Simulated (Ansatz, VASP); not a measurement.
## TiAl: VASP beside Ansatz

INCAR

```
SYSTEM = TiAl
ALGO     = Normal         ! electronic algorithm
EDIFF    = 1E-6           ! SCF threshold, eV
ENCUT    = 520            ! plane-wave cutoff, eV
GGA      = PS             ! functional
ISIF     = 2              ! what is computed and relaxed
ISMEAR   = -1             ! smearing method
LASPH    = .True.         ! aspherical terms in the spheres
LCHARG   = .True.         ! write CHGCAR
LELF     = .True.         ! ELF
LREAL    = .False.        ! projectors in reciprocal space
LVHAR    = .True.       
LWAVE    = .False.        ! write WAVECAR
NBANDS   = 14             ! bands
NELM     = 80             ! most SCF steps
PREC     = Accurate       ! precision mode
SIGMA    = 0.05           ! smearing width, eV
```

File KPOINTS:

```
k-points
0
Gamma
  8 8 8
  0 0 0
```

File POSCAR:

```
TiAl
1.0
    3.1360984087      0.0000000000      0.0000000000
    0.0000000000      3.1360984087      0.0000000000
    0.0000000000      0.0000000000      3.1360984087
Ti Al
1 1
Direct
    0.0000000000      0.0000000000      0.0000000000
    0.5000000000      0.5000000000      0.5000000000
```

File input.yaml:

```yaml
crystal:
  lattice:
    - [3.1360984087, 0.0, 0.0]
    - [0.0, 3.1360984087, 0.0]
    - [0.0, 0.0, 3.1360984087]
  atoms:
    - { symbol: Ti, position: [0.0, 0.0, 0.0] }
    - { symbol: Al, position: [0.5, 0.5, 0.5] }
kpoints:
  mp_grid: { grid: [8, 8, 8] }
scf:
  occupations: { method: fermi_dirac, width: 0.05 }
hamiltonian:
  xc: pbesol
  pseudopotentials: { kind: all_electron, lapw: { basis_error: 0.001 } }
output:
  forces: true
  stress: true
  eigenvalues: true
```

Change from the starting cell: volume scaled by 0.96.

Alike in both runs: task single point; functional PBEsol; k mesh 8 × 8 × 8; occupations fermi-dirac, width 0.05 eV; no spin polarisation.

|  | VASP | Ansatz |
| --- | --- | --- |
| version | VASP 6.6.1 | Ansatz 0.2.0 |
| potentials or method | VASP PAW PBE potentials, release 64 (Ti_sv, Al) | all-electron LAPW, scalar-relativistic |
| plane-wave cutoff (eV) | 520 | see its input |

VASP gave:

```
gap on the k mesh at the Fermi level (eV) : none
pressure (GPa)                            : 2.5
```

What did Ansatz give for the same quantities?

gap on the k mesh at the Fermi level (eV): none; pressure (GPa): 2.4.

A gap of «none» marks a metal or a gap that the smearing closes. Ansatz ran all-electron here, so the differences hold the error of VASP's frozen core and of both bases.

Caveats: the PAW data sets were made with another functional, which shifts forces and pressure a little (VASP).
